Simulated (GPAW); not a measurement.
# MoS2 (P6_3/mmc) in GPAW: settings compared, part 2 of 2

GPAW 26.7.0. Earlier steps stand in the parts before.

## (3) Dielectric tensor, PBE+U

Input file run.py:

```python
import numpy as np
from ase import Atoms
from ase.dft.bandgap import bandgap
from ase.io import write
from gpaw import GPAW, PW
from gpaw.response.df import DielectricFunction

atoms = Atoms(['Mo', 'Mo', 'S', 'S', 'S', 'S'],
              cell=[[3.169, 0.0, 0.0],
                    [-1.5845, 2.7444345046, 0.0],
                    [0.0, 0.0, 12.324]],
              scaled_positions=[[0.6666666667, 0.3333333333, 0.75],
                                [0.3333333333, 0.6666666667, 0.25],
                                [0.6666666667, 0.3333333333, 0.377],
                                [0.3333333333, 0.6666666667, 0.877],
                                [0.6666666667, 0.3333333333, 0.123],
                                [0.3333333333, 0.6666666667, 0.623]],
              pbc=True)

calc = GPAW(mode=PW(450),
            xc='PBE',
            kpts={'size': (8, 8, 2), 'gamma': True},
            occupations={'name': 'fermi-dirac', 'width': 0.001},
            setups={'Mo': ':d,2.0'},
            nbands=46,
            convergence={'density': 1e-06},
            maxiter=150,
            txt='gpaw.txt')
atoms.calc = calc
energy = atoms.get_potential_energy()
calc.write('gs.gpw')
write('result.traj', atoms)
print(f'Energy: {energy:.6f} eV')
print('Fermi level:', round(calc.get_fermi_level(), 4), 'eV')
print(f'Gap: {bandgap(calc)[0]:.4f} eV, direct: {bandgap(calc, direct=True)[0]:.4f} eV')

for size in [(12, 12, 3)]:
    name = 'x'.join(str(n) for n in size)
    dense = calc.fixed_density(kpts={'size': size, 'gamma': True},
                               nbands=80, convergence={'bands': 74, 'eigenstates': 1e-7},
                               update_fermi_level=True, txt=f'dense-{name}.txt')
    dense.write(f'{name}.gpw', mode='all')
    df = DielectricFunction(f'{name}.gpw', frequencies=np.array([0.0]), hilbert=False, eta=0.001,
                            ecut=80, nbands=74, intraband=False, txt=f'df-{name}.txt')
    for xc in ['RPA']:
        for direction in ['x', 'y', 'z', [0, 1, 1], [1, 0, 1], [1, 1, 0]]:
            e0, e = df.get_macroscopic_dielectric_constant(xc=xc, direction=direction)
            print(f'{name} {xc} {direction}: {e0:.4f} without, {e:.4f} with local fields')
```

Potentials or basis: GPAW PAW data sets (gpaw-data 1.2.1), pw.

Launch:

```console
$ OMP_NUM_THREADS=1 python run.py
```

gpaw.txt:

```text
__  _  _
 | _ |_)|_||  |
 |__||  | ||/\| - 26.7.0

Input parameters:
  mode=PW(ecut=450.00000000000006),
  convergence={'density': 1e-06},
  kpts=MonkhorstPack(size=(8, 8, 2), gamma=True),
  maxiter=150,
  nbands=46,
  occupations=Occupations(name='fermi-dirac', width=0.001),
  setups={'Mo': ':d,2.0'},
  xc=XC(name='PBE')

Diagonalizing LCAO Hamiltonian
Converting LCAO to pw mode

        S

           Mo
        S

           S
        Mo

           S

Atoms  # Å, Bohr magnetons
|   | symbol |         x |        y |         z |    initial magnetic moments |
|---|--------|-----------|----------|-----------|-----------------------------|
| 0 |     Mo |  1.584500 | 0.914812 |  9.243000 | ( 0.0000,  0.0000,  0.0000) |
| 1 |     Mo | -0.000000 | 1.829623 |  3.081000 | ( 0.0000,  0.0000,  0.0000) |
| 2 |      S |  1.584500 | 0.914812 |  4.646148 | ( 0.0000,  0.0000,  0.0000) |
| 3 |      S | -0.000000 | 1.829623 | 10.808148 | ( 0.0000,  0.0000,  0.0000) |
| 4 |      S |  1.584500 | 0.914812 |  1.515852 | ( 0.0000,  0.0000,  0.0000) |
| 5 |      S | -0.000000 | 1.829623 |  7.677852 | ( 0.0000,  0.0000,  0.0000) |

Unit cell  # Å
| periodic |         x |        y |         z |   lengths |     angles |
|----------|-----------|----------|-----------|-----------|------------|
|      yes |  3.169000 | 0.000000 |  0.000000 |  3.169000 |  90.000000 |
|      yes | -1.584500 | 2.744435 |  0.000000 |  3.169000 |  90.000000 |
|      yes |  0.000000 | 0.000000 | 12.324000 | 12.324000 | 120.000000 |

Number of symmetries: 12
Symmetry operations  # r_c * U_cc + t_c -> r_c
|    | kind |            matrix            |
|----|------|------------------------------|
|  0 |  σ   |  1, 1, 0,  0,-1, 0,  0, 0, 1 |
|  1 |  S6  |  1, 1, 0, -1, 0, 0,  0, 0,-1 |
|  2 |  E   |  1, 0, 0,  0, 1, 0,  0, 0, 1 |
|  3 |  C2  |  1, 0, 0, -1,-1, 0,  0, 0,-1 |
|  4 |  C2  |  0, 1, 0,  1, 0, 0,  0, 0,-1 |
|  5 |  C3  |  0, 1, 0, -1,-1, 0,  0, 0, 1 |
|  6 |  S6  |  0,-1, 0,  1, 1, 0,  0, 0,-1 |
|  7 |  σ   |  0,-1, 0, -1, 0, 0,  0, 0, 1 |
|  8 |  σ   | -1, 0, 0,  1, 1, 0,  0, 0, 1 |
|  9 |  i   | -1, 0, 0,  0,-1, 0,  0, 0,-1 |
| 10 |  C3  | -1,-1, 0,  1, 0, 0,  0, 0, 1 |
| 11 |  C2  | -1,-1, 0,  0, 1, 0,  0, 0,-1 |

BZ-sampling:
  Number of BZ points: 128
  Number of IBZ points: 20

  Monkhorst-Pack size: [8, 8, 2]
[... 63 lines left out ...]
    |   4p |  6.000 |     -38.491 |    1.296 |
    |   5p |  0.000 |      -1.044 |    1.296 |
    |   4d |  5.000 |      -3.754 |    1.296 |
    |    d |        |      23.458 |    1.296 |

    Using partial waves for Mo as LCAO basis

  S:
    name:    Sulfur
    Z:       16.0
    valence: 6
    core:    10
    charge:  0.0  # [|e|]
    compensation charges:
      type: gauss
      rc: 0.24  # [Å]
      lmax: 2
    cutoffs:
      filter: 1.77  # [Å]
      core: 1.66  # [Å]
    projectors
    | kind |    occ | energy [eV] | rcut [Å] |
    |------|--------|-------------|----------|
    |   3s |  2.000 |     -17.254 |    0.974 |
    |   3p |  4.000 |      -7.008 |    0.979 |
    |    s |        |       9.957 |    0.974 |
    |    p |        |      20.203 |    0.979 |
    |    d |        |       0.000 |    0.900 |

    Using partial waves for S as LCAO basis

Reference energy: -263698.624853  # eV

eigensolver:
  PPCG
  Converge bands: occupied
  niter=2

density mixing:
  MSR1-Mixer
  Pratt-step length: 0.05
  Maximum mixing coefficient: 0.75
  Old densities: 10
  SVD Regularization: 0.005
  Good broyden scale: 1.0
  Trust region scale: 1.0
  Backstep threshold: 4.0
  History deletion threshold: 6.0
  Fourier metric: weight=20.0, sigma=0.015

occupation numbers:
  Fermi-Dirac:
    width: 0.0010  # eV

poisson solver:
  ecut: 3600.0000000000005  # eV

xc functional:
  name: PBE with 2 nearest neighbor stencil

convergence criteria:
- Maximum integral of absolute [dens]ity change: 1e-06 electrons / valence electron
- Maximum [total energy] change in last 3 cyles: 0.0005 eV / valence electron
- Maximum integral of absolute [eigenst]ate change: 4e-08 eV^2 / valence electron
maximum number of iterations: 150

SCF iterations
|iter     | |      energy | eigst |  dens |
|---------|-|-------------|-------|-------|
|iter:   1| |  -42.141019 | +0.50 |       |
|iter:   2| |  -41.313811 | -1.17 | -0.98 |
|iter:   3| |  -39.260423 | -1.13 | -1.05 |
|iter:   4| |  -39.137206 | -1.94 | -1.45 |
|iter:   5| |  -39.139206 | -2.61 | -1.77 |
|iter:   6| |  -39.135926c| -3.11 | -2.04 |
|iter:   7| |  -39.130881c| -4.07 | -2.53 |
|iter:   8| |  -39.130874c| -5.31 | -3.05 |
|iter:   9| |  -39.130911c| -6.23 | -3.52 |
|iter:  10| |  -39.130914c| -7.33 | -4.23 |
|iter:  11| |  -39.130914c| -7.49c| -4.72 |
|iter:  12| |  -39.130914c| -7.97c| -5.33 |
|iter:  13| |  -39.130914c| -8.35c| -5.83 |
|iter:  14| |  -39.130914c| -8.70c| -6.25c|

Converged in 14 steps
Energy contributions relative to reference atoms: (reference = -263698.624853)

Energy contributions:
  Kinetic:          -1.094755
  Coulomb:         -11.081337
  Zero:             -0.343972
  External:          0.000000
  Xc:              -26.610849
  Entropy:          -0.000000
  Spinorbit:         0.000000
  ----------------------------
  Free energy:     -39.130914
  Extrapolated:    -39.130914

dipole moment: (0.000001, 0.000002, 0.000007)  # |e|*Ang

Fermi level: 9.050
Eigenvalues  # (at kpt = [0.000, 0.000, 0.000])
| band index |      eig [eV] | occ [0-2] |
|------------|---------------|-----------|
|          0 |       -53.444 |     2.000 |
|        ... |               |           |
|         18 |         4.938 |     2.000 |
|         19 |         6.067 |     2.000 |
|         20 |         6.067 |     2.000 |
|         21 |         6.115 |     2.000 |
|         22 |         6.115 |     2.000 |
|         23 |         6.966 |     2.000 |
[... 8 lines left out ...]
|         32 |        10.605 |     0.000 |
|         33 |        10.605 |     0.000 |
|        ... |               |           |
|         45 |        20.577 |     0.000 |

Gap: 1.014 eV
Transition (v -> c):
  (s=0, k=0, n=25, [0.00, 0.00, 0.00]) -> (s=0, k=8, n=26, [0.38, -0.12, 0.00])
Direct/indirect transitions are different
Direct gap: 1.843 eV
Transition at: (s=0, k=12, n=25, [0.38, 0.38, 0.00])
# Writing to gs.gpw (mode='')
```

df-12x12x3.txt:

```text
FrequencyGridDescriptor(from 0.000 to 0.000 eV, 1 points)
FrequencyGridDescriptor(from 0.000 to 0.000 eV, 1 points)

Calculating chi0 body with:
    Ground state adapter containing:
    Number of spins: 1
    Number of kpoints: 432
    Number of irreducible kpoints: 50
    Number of completely occupied states: 26
    Number of partially occupied states: 26

    Linear response parametrization:
    q_c: [0.0, 0.0, 0.0]
    Number of frequency points: 1
    Planewave cutoff: 80.0
    Number of bands: 74
    Number of planewaves: 167
    Broadening (eta): 0.001

Integrating chi0 body.

Symmetries of q_c:
    Direct symmetries (Uq -> q): 12
    Indirect symmetries (TUq -> q): 0
In total 12 allowed symmetries.

Integral kind: response function

Calculating chi0 optical extensions with:
    Ground state adapter containing:
    Number of spins: 1
    Number of kpoints: 432
    Number of irreducible kpoints: 50
    Number of completely occupied states: 26
    Number of partially occupied states: 26

    Linear response parametrization:
    Number of frequency points: 1
    Planewave cutoff: 80.0
    Number of bands: 74
    Number of planewaves: 167
    Broadening (eta): 0.001
Integrating chi0 head and wings.

Symmetries of q_c:
    Direct symmetries (Uq -> q): 12
    Indirect symmetries (TUq -> q): 0
In total 12 allowed symmetries.

Integral kind: response function wings

Finished calculating chi0
```

It took 6.2 min on 1 thread of Arm Neoverse V2, shared host; peak memory 0.56 GiB.

What came out:

```yaml
Free_energy: -39.1309 eV
Band_gap_on_the_k_mesh: 1.01 eV, indirect (least direct gap 1.84 eV)
Electronic_dielectric_tensor_diagonal: 13.57, 13.57, 5.89
```

Electronic dielectric tensor:
```
13.57  0.00  0.00
 0.00 13.57  0.00
 0.00  0.00  5.89
```

Caveat: the long-wavelength limit can be off by several per cent where d states take part; response on these states lacks terms of the Hamiltonian; an odd mesh through Γ misses points on the zone boundary, where band edges often lie.

## (4) Against experiment

Step 2. A measured gap of MoS2 is 1.3 eV (indirect; 300 K; “Multiwavelength excitation Raman Scattering Analysis of bulk and 2 dimensional MoS2: Vibrational properties of atomically thin MoS2 layers”, 2015, arxiv:1506.03228); the calculated 1.12 eV misses it by -0.18 eV. Spin-orbit coupling on Mo is left out. The value is that of TB-mBJ on a finite k mesh, which can miss the band edges, without temperature or zero-point motion.

Step 3. A measured gap of MoS2 is 1.3 eV (indirect; 300 K; “Multiwavelength excitation Raman Scattering Analysis of bulk and 2 dimensional MoS2: Vibrational properties of atomically thin MoS2 layers”, 2015, arxiv:1506.03228); the calculated 1.01 eV misses it by -0.29 eV. Spin-orbit coupling on Mo is left out. The value is that of PBE+U on a finite k mesh, which can miss the band edges, without temperature or zero-point motion.
